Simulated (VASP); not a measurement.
# What goes wrong when CdS (Greenockite) is relaxed with a bad input, part 2 of 2

Some relaxations of CdS (Greenockite) get a fault in the input on purpose. Which of them show, and how? The starting structure is a measured crystal structure from the Crystallography Open Database. The first relaxation on each setting starts from this cell expanded by 3 % in volume.

VASP 6.6.1.

Results so far: reference 24.83 Å³ an atom; an ionic step far too long 24.84 Å³ an atom; the cell held fixed (ISIF = 2) 25.87 Å³ an atom.

The database entry behind the starting cell differs from later determinations by our own check (about 0.35 % long), so it need not match the best structure at ambient conditions.

### 5. Relaxation with a leftover external pressure of 100 kbar (continued)

Level of this step: PBEsol; plane waves and PAW (Cd, S) (VASP).

Parts of OUTCAR (step 5):

```text
  Total        5.4803600      5.4803600      5.4885783     -0.0000000      0.0000000      0.0000000
  in kB       99.8211470     99.8211470     99.9708376     -0.0000000      0.0000000      0.0000000
  external PRESSURE =      -0.1289561 kB  Pullay stress =     100.0000000 kB

 POSITION                                       TOTAL-FORCE (eV/Angst)
 -----------------------------------------------------------------------------------
      1.98213      1.14438      3.22913         0.000000     -0.000000      0.004244
     -0.00000      2.28876      6.46070         0.000000     -0.000000      0.004244
      1.98213      1.14438      5.65767        -0.000000      0.000000     -0.004244
     -0.00000      2.28876      2.42611        -0.000000      0.000000     -0.004244
 -----------------------------------------------------------------------------------
    total drift:                               -0.000000     -0.000000     -0.002334

  FREE ENERGIE OF THE ION-ELECTRON SYSTEM (eV)
  ---------------------------------------------------
  free  energy   TOTEN  =       -13.3151702878 eV

  energy  without entropy=      -13.3151702878  energy(sigma->0) =      -13.31517029

[... 2 parts as in an earlier step ...]

[... 2 further parts left out ...]
[key lines of the parts left out:]
E-fermi :   2.4779
```

Logs of long relaxations may skip ionic steps without a mark.

With a leftover external pressure of 100 kbar the cell ends at 21.991 Å³ an atom, -11.44 % from the reference.

### 6. Relaxation with a cutoff far too low

A slip made on purpose: a cutoff far too low. Against step 2 the input has PREC = Normal and ENCUT = 150 (also changed: NELM).

The input, INCAR:

```
SYSTEM = CdS
PREC = Normal
ENCUT = 150
EDIFF = 1E-06
NELM = 60
ISMEAR = 0
SIGMA = 0.03
LREAL = .FALSE.
ALGO = Normal
GGA = PS
NBANDS = 24
LORBIT = 11
LWAVE = .FALSE.
LCHARG = .FALSE.
KPAR = 4
IBRION = 2
NSW = 50
ISIF = 3
EDIFFG = -0.006
```

The input, POSCAR:

```
CdS
1.0
    4.1910917813      0.0000000000      0.0000000000
   -2.0955458907      3.6295919522      0.0000000000
    0.0000000000      0.0000000000      6.8037073086
Cd S
2 2
Direct
    0.6666666667      0.3333333333      0.5000000000
    0.3333333333      0.6666666667      0.0000000000
    0.6666666667      0.3333333333      0.8750000000
    0.3333333333      0.6666666667      0.3750000000
```

The input, KPOINTS:

```
Automatic mesh
0
Gamma
6 6 4
0 0 0
```

PAW data sets: Cd and S (PBE family, release 64).

Run with:

```bash
mpirun -np 4 vasp_std
```

The program printed:

```text
[... set-up lines as in an earlier step ...]
 entering main loop
       N       E                     dE             d eps       ncg     rms          rms(c)
DAV:   1     0.782711197200E+02    0.78271E+02   -0.92219E+03  1224   0.497E+02
DAV:   2    -0.348192861764E+01   -0.81753E+02   -0.80089E+02  1240   0.139E+02
DAV:   3    -0.564467809885E+01   -0.21627E+01   -0.21588E+01  1176   0.229E+01
DAV:   4    -0.566195705713E+01   -0.17279E-01   -0.17273E-01  1224   0.209E+00
[...]
DAV:  12     0.323465259465E+01   -0.15549E-04   -0.39687E-05  1144   0.328E-02    0.347E-02
DAV:  13     0.323465126265E+01   -0.13320E-05   -0.50923E-06  1056   0.128E-02    0.292E-02
DAV:  14     0.323465155254E+01    0.28989E-06   -0.65457E-07   824   0.393E-03
   1 F= 0.32346516E+01 E0= 0.32346516E+01  d E =0.323465E+01
[...]
-----------------------------------------------------------------------------
|                                                                             |
|     EEEEEEE  RRRRRR   RRRRRR   OOOOOOO  RRRRRR      ###     ###     ###     |
[...]
|     E        R   R    R   R    O     O  R   R                               |
|     E        R    R   R    R   O     O  R    R      ###     ###     ###     |
|     EEEEEEE  R     R  R     R  OOOOOOO  R     R     ###     ###     ###     |
|                                                                             |
|     Orbital orthonormalization failed in the inversion of matrix            |
|     LAPACK: Routine ZPOTRF failed! kpoint: 1 spin: 1                        |
|                                                                             |
|     Possible solutions for this issue are:                                  |
|     - Please check whether the atoms are too close to each other.           |
|     - Decreasing POTIM might help during relaxations or MDs.                |
|     - Deleting CHGCAR or WAVECAR if incompatible with the structure.        |
|     - Try calculating without symmetrizing (ISYM = 0 or ISYM = -1).         |
|     - As last resort: using a different PAW for some of the atoms.          |
|                                                                             |
|       ---->  I REFUSE TO CONTINUE WITH THIS SICK JOB ... BYE!!! <----       |
|                                                                             |
 -----------------------------------------------------------------------------

1
1
1
1
```

Elapsed: 7 s, on 4 MPI ranks of AMD EPYC 7R43, shared host.

VASP stopped with this message: “Orbital orthonormalization failed in the inversion of matrix LAPACK: Routine ZPOTRF failed! kpoint: 1 spin: 1”.

### 7. All runs side by side

```
                                     run            ended  volume (Å³/atom)  change (%)  pressure left (GPa)  core minutes
                               reference        converged            24.832           -                -0.01          21.3
              an ionic step far too long        converged            24.836        0.02                 0.01          5.07
          the cell held fixed (ISIF = 2)        converged            25.874         4.2                -2.33           2.0
a leftover external pressure of 100 kbar        converged            21.991      -11.44                 9.99          6.27
                    a cutoff far too low  stopped by VASP                 -           -                    -         0.467
```

Core minutes are wall time times ranks, summed over the relaxations behind a row (those for a bulk modulus apart), on shared hosts.

### 8. Summary of results

| Quantity | Value |
| --- | --- |
| volume of the reference | 24.83 Å³/atom |
| volume against the reference, an ionic step far too long | +0.02 % |
| volume against the reference, the cell held fixed (ISIF = 2) | +4.20 % |
| volume against the reference, a leftover external pressure of 100 kbar | -11.44 % |
| run with a cutoff far too low | stopped by VASP |

VASP stopped by itself in the run with a cutoff far too low. Finished, but with signs in the output that stand out against the reference: an ionic step far too long, with the volume changed by less than 0.1 % (signs: an energy that rises by up to 0.2 eV an atom on the way); the cell held fixed (ISIF = 2), with the volume kept at the input's, +4.2 % from the reference (signs: a stress of up to 2.4 GPa); a leftover external pressure of 100 kbar, with the volume changed by -11.4 % (signs: the Pulay stress that OUTCAR prints, which here is the typed pressure). The reference was restarted once and the runs with a slip weren't, so their cells may not have settled fully. Further runs on this material are not shown.

[Lines on the potential files, build, host, timing and source positions are cut from VASP's logs without a mark.]

[Logs are printed without paths, hosts, clocks, repeated set-up lines and the standing remarks that a program may print on its own settings, such as how far it seeks lower states.]

[Hosts, paths, dates, database ids (printed as entryN), source tags and the programs' standing remarks are cut or masked in the printed files.]
